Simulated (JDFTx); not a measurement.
# Dy (Im-3m) in JDFTx: reference runs, part 2 of 2

JDFTx 1.7.0 (patched build).

### 7 Equation of state, PBE, 32.02 Å³/atom

Dy.in

```
lattice \
   -3.7801744047     3.7801744047     3.7801744047 \
    3.7801744047    -3.7801744047     3.7801744047 \
    3.7801744047     3.7801744047    -3.7801744047
coords-type Lattice
ion Dy     0.0000000000     0.0000000000     0.0000000000 1

ion-species pseudo/Dy.upf
elec-cutoff 24
elec-ex-corr gga-PBE
kpoint-folding 9 9 9
elec-smearing Fermi 0.0018374661
elec-n-bands 11
electronic-SCF nIterations 100 energyDiffThreshold 1e-09
electronic-minimize nIterations 30 energyDiffThreshold 1e-7
forces-output-coords Cartesian

dump-name run.$VAR
dump End Ecomponents EigStats BandEigs Kpoints Forces Stress ElecDensity Dtot KEdensity
```

Potentials or basis: PseudoDojo-SR-PBE-0.4 3+ lanthanide files with smoothed tails.

Started as:

```console
> jdftx -c 1 -i Dy.in -o Dy.out
```

Log:

```text
*************** JDFTx 1.7.0 (patched build) ***************

Input parsed successfully to the following command list (including defaults):
[... the input with its defaults ...]

---------- Setting up symmetries ----------

Found 48 point-group symmetries of the bravais lattice
Found 48 space-group symmetries with basis
Applied RMS atom displacement 0 bohrs to make symmetries exact.

---------- Initializing the Grid ----------
R =
[     -3.78017      3.78017      3.78017  ]
[      3.78017     -3.78017      3.78017  ]
[      3.78017      3.78017     -3.78017  ]
unit cell volume = 216.071
G =
[ -1.68117e-17   0.831071   0.831071  ]
[   0.831071 -1.68117e-17   0.831071  ]
[   0.831071   0.831071 -1.68117e-17  ]
Minimum fftbox size, Smin = [  32  32  32  ]
Chosen fftbox size, S = [  32  32  32  ]

---------- Exchange Correlation functional ----------
Initalized PBE GGA exchange.
Initalized PBE GGA correlation.

---------- Setting up pseudopotentials ----------
Width of ionic core gaussian charges (only for fluid interactions / plotting) set to 0

Reading pseudopotential file 'pseudo/Dy.upf':
  'Dy' pseudopotential, 'PBE' functional
  Generated using ONCVPSP code by D. R. Hamann
  11 valence electrons, 4 orbitals, 7 projectors, 1001 radial grid points, with lMax = 3
    5S    l: 0   occupation:  2.0   eigenvalue: -1.941434
    5P    l: 1   occupation:  6.0   eigenvalue: -1.047782
    5D    l: 2   occupation:  1.0   eigenvalue: -0.084965
    6S    l: 0   occupation:  2.0   eigenvalue: -0.156731
  Core radius for overlap checks: 2.49 bohrs.

Initialized 1 species with 1 total atoms.

Folded 1 k-points by 9x9x9 to 729 k-points.

---------- Setting up k-points, bands, fillings ----------
Reduced to 35 k-points under symmetry.
Computing the number of bands and number of electrons
Calculating initial fillings.
nElectrons:  11.000000   nBands: 11   nStates: 35

----- Setting up reduced wavefunction bases (one per k-point) -----
average nbasis = 1212.536 , ideal nbasis = 1213.407

---------- Setting up ewald sum ----------
Optimum gaussian width for ewald sums = 2.360259 bohr.
Real space sum over 2197 unit cells with max indices [  6  6  6  ]
Reciprocal space sum over 2197 terms with max indices [  6  6  6  ]

---------- Allocating electronic variables ----------
Initializing wave functions:  linear combination of atomic orbitals
Note: number of bands (11) exceeds available atomic orbitals (10)
Dy pseudo-atom occupations:   s ( 2 2 )  p ( 6 )  d ( 1 )
	FillingsUpdate:  mu: +0.387230543  nElectrons: 11.000000
LCAOMinimize: Iter:   0  F: -38.7643643426737654  |grad|_K:  5.116e-05  alpha:  1.000e+00
	FillingsUpdate:  mu: +0.387156247  nElectrons: 11.000000
LCAOMinimize: Iter:   1  F: -38.7643697433555658  |grad|_K:  3.548e-06  alpha:  9.748e-01  linmin: -1.804e-02  cgtest:  1.120e-01
LCAOMinimize: Encountered beta<0, resetting CG.
	FillingsUpdate:  mu: +0.387163029  nElectrons: 11.000000
LCAOMinimize: Iter:   2  F: -38.7643697685610533  |grad|_K:  2.673e-07  alpha:  9.459e-01  linmin: -5.163e-05  cgtest:  1.587e-03
	FillingsUpdate:  mu: +0.387162647  nElectrons: 11.000000
LCAOMinimize: Iter:   3  F: -38.7643697687066933  |grad|_K:  1.799e-09  alpha:  9.759e-01  linmin:  4.104e-02  cgtest: -2.803e-01
LCAOMinimize: Converged (|Delta F|<1.000000e-06 for 2 iters).

-------- Electronic minimization -----------
Will mix electronic density at each iteration.
	FillingsUpdate:  mu: +0.387162647  nElectrons: 11.000000
	FillingsUpdate:  mu: +0.379873284  nElectrons: 11.000000
SCF: Cycle:  0   F: -38.776937690407699   dF: -1.257e-02   |Residual|: 2.376e-02   |deigs|: 6.292e-02
	FillingsUpdate:  mu: +0.377965155  nElectrons: 11.000000
SCF: Cycle:  1   F: -38.777355309321877   dF: -4.176e-04   |Residual|: 1.319e-02   |deigs|: 5.998e-03
	FillingsUpdate:  mu: +0.375918398  nElectrons: 11.000000
SCF: Cycle:  2   F: -38.777503252785721   dF: -1.479e-04   |Residual|: 3.050e-03   |deigs|: 6.032e-03
	FillingsUpdate:  mu: +0.376130963  nElectrons: 11.000000
SCF: Cycle:  3   F: -38.777503471378047   dF: -2.186e-07   |Residual|: 1.117e-03   |deigs|: 9.767e-04
	FillingsUpdate:  mu: +0.375968174  nElectrons: 11.000000
SCF: Cycle:  4   F: -38.777504782449732   dF: -1.311e-06   |Residual|: 1.588e-04   |deigs|: 5.577e-04
	FillingsUpdate:  mu: +0.375951040  nElectrons: 11.000000
SCF: Cycle:  5   F: -38.777504784919188   dF: -2.469e-09   |Residual|: 1.539e-04   |deigs|: 1.313e-04
	FillingsUpdate:  mu: +0.375960606  nElectrons: 11.000000
SCF: Cycle:  6   F: -38.777504798877615   dF: -1.396e-08   |Residual|: 1.135e-05   |deigs|: 7.374e-05
	FillingsUpdate:  mu: +0.375961132  nElectrons: 11.000000
SCF: Cycle:  7   F: -38.777504798983905   dF: -1.063e-10   |Residual|: 2.359e-06   |deigs|: 1.668e-05
	FillingsUpdate:  mu: +0.375960863  nElectrons: 11.000000
SCF: Cycle:  8   F: -38.777504799000724   dF: -1.682e-11   |Residual|: 5.591e-07   |deigs|: 1.211e-05
SCF: Converged (|Delta E|<1.000000e-09 for 2 iters).

Setting wave functions to eigenvectors of Hamiltonian

# Stress tensor in Cartesian coordinates [Eh/a0^3]:
[  1.74408e-05            0            0  ]
[            0  1.74408e-05            0  ]
[            0            0  1.74408e-05  ]

# Ionic positions in lattice coordinates:
ion Dy   0.000000000000000   0.000000000000000   0.000000000000000 1

# Forces in Cartesian coordinates:
force Dy  -0.000000000000000  -0.000000000000000   0.000000000000000 1

# Energy components:
   Eewald =      -29.1221515363846883
       EH =        6.0184318446972842
     Eloc =      -20.8020670380117743
      Enl =        0.8742155816797099
      Exc =      -10.9190679933248784
 Exc_core =        4.6239144587153573
       KE =       10.5500019267512943
-------------------------------------
     Etot =      -38.7767227558776995
       TS =        0.0007820431230230
-------------------------------------
        F =      -38.7775047990007238

IonicMinimize: Iter:   0  F: -38.777504799000724  |grad|_K:  0.000e+00
IonicMinimize: Converged (|grad|_K<1.000000e-04).

#--- Lowdin population analysis ---
# oxidation-state Dy +0.034

Dumping 'run.eigStats' ...
	eMin: -1.376346 at state 0 ( [ +0.000000 +0.000000 +0.000000 ] spin 0 )
	HOMO: +0.375879 at state 9 ( [ +0.000000 +0.222222 +0.222222 ] spin 0 )
	mu  : +0.375961
	LUMO: +0.377036 at state 16 ( [ +0.111111 +0.222222 +0.222222 ] spin 0 )
	eMax: +0.815740 at state 15 ( [ +0.111111 +0.111111 -0.111111 ] spin 0 )
	HOMO-LUMO gap: +0.001156
	Optical gap  : +0.006940 at state 16 ( [ +0.111111 +0.222222 +0.222222 ] spin 0 )
Done!
```

It took 10 s on 1 thread of Arm Neoverse V2, shared host; peak memory 0.06 GiB.

What came out:

```yaml
Free_energy: -1055.1897 eV
Pressure: -0.5 GPa
Band_gap_on_the_k_mesh: none (metal or under the smearing width)
```

Caveat: the 4f electrons are frozen in the core as for a trivalent ion, so they carry no moment and show no levels.

### 8 Equation of state, PBE, 32.66 Å³/atom (volume scaled by 1.02)

Changes to Dy.in since step 7:

```diff
@@ -1,5 +1,5 @@
 lattice \
-   -3.7801744047     3.7801744047     3.7801744047 \
-    3.7801744047    -3.7801744047     3.7801744047 \
-    3.7801744047     3.7801744047    -3.7801744047
+   -3.8052094019     3.8052094019     3.8052094019 \
+    3.8052094019    -3.8052094019     3.8052094019 \
+    3.8052094019     3.8052094019    -3.8052094019
 coords-type Lattice
```

Started as:

```console
> jdftx -c 1 -i Dy.in -o Dy.out
```

Wall time 11 s (1 thread of Arm Neoverse V2, shared host); peak memory 0.06 GiB.

The run converged. Its results:

```yaml
Free_energy: -1055.1863 eV
Pressure: -1.2 GPa
Band_gap_on_the_k_mesh: none (metal or under the smearing width)
```

Caveat: the 4f electrons are frozen in the core as for a trivalent ion, so they carry no moment and show no levels.

### 9 Equation of state, PBE, 33.30 Å³/atom (volume scaled by 1.04)

Changes to Dy.in since step 8:

```diff
@@ -1,5 +1,5 @@
 lattice \
-   -3.8052094019     3.8052094019     3.8052094019 \
-    3.8052094019    -3.8052094019     3.8052094019 \
-    3.8052094019     3.8052094019    -3.8052094019
+   -3.8299192462     3.8299192462     3.8299192462 \
+    3.8299192462    -3.8299192462     3.8299192462 \
+    3.8299192462     3.8299192462    -3.8299192462
 coords-type Lattice
```

Potentials or basis: PseudoDojo-SR-PBE-0.4 3+ lanthanide files with smoothed tails.

Started as:

```console
> jdftx -c 1 -i Dy.in -o Dy.out
```

It took 11 s on 1 thread of Arm Neoverse V2, shared host; peak memory 0.06 GiB.

The run converged. Its results:

| Quantity | Value |
| --- | --- |
| Free energy | -1055.1801 eV |
| Pressure | -1.9 GPa |
| Band gap on the k mesh | none (metal or under the smearing width) |

Caveat: the 4f electrons are frozen in the core as for a trivalent ion, so they carry no moment and show no levels.

### 10 Equation of state, PBE, 33.94 Å³/atom (volume scaled by 1.06)

Changes to Dy.in since step 9:

```diff
@@ -1,5 +1,5 @@
 lattice \
-   -3.8299192462     3.8299192462     3.8299192462 \
-    3.8299192462    -3.8299192462     3.8299192462 \
-    3.8299192462     3.8299192462    -3.8299192462
+   -3.8543142939     3.8543142939     3.8543142939 \
+    3.8543142939    -3.8543142939     3.8543142939 \
+    3.8543142939     3.8543142939    -3.8543142939
 coords-type Lattice
```

Started as:

```console
> jdftx -c 1 -i Dy.in -o Dy.out
```

Wall time 11 s (1 thread of Arm Neoverse V2, shared host); peak memory 0.06 GiB.

The run converged. Its results:

```yaml
Free_energy: -1055.1714 eV
Pressure: -2.5 GPa
Band_gap_on_the_k_mesh: none (metal or under the smearing width)
```

Caveat: the 4f electrons are frozen in the core as for a trivalent ion, so they carry no moment and show no levels.

### 11 Equation of state, PBE

Potentials or basis: PseudoDojo-SR-PBE-0.4 3+ lanthanide files with smoothed tails.

No new run: the results of the series are fitted here.

Results:

| Item | Value |
| --- | --- |
| Equilibrium volume | 31.64 Å³/atom |
| Bulk modulus | 40 GPa |
| Pressure derivative of the bulk modulus | 3.8 |

Energy against volume, from the lowest point:
```
volume (Å³/atom)  energy (meV/atom)
          30.097               9.95
          30.738               3.11
          31.378               0.00
          32.018               0.30
          32.659               3.66
          33.299               9.83
          33.939              18.55
```

Caveat: the 4f electrons are frozen in the core as for a trivalent ion, so they carry no moment and show no levels.

### 12 The runs side by side

```tsv
task	cell	further solve for the empty bands	gap on the mesh (eV)	pressure (GPa)
single point	as given	yes	none	-0.5
single point	cell strained at random at fixed volume	yes	none	-0.6
equation of state	as given	-	-	-
```

Alike in all rows: level PBE; potentials or basis PseudoDojo-SR-PBE-0.4 3+ lanthanide files with smoothed tails; no spin polarisation; k mesh 9 × 9 × 9; cutoff (eV) 653; smearing fermi-dirac 0.05 eV.

Caveats: the 4f electrons are frozen in the core as for a trivalent ion, so they carry no moment and show no levels.

Absolute energies hang on the potentials; compare differences alone.
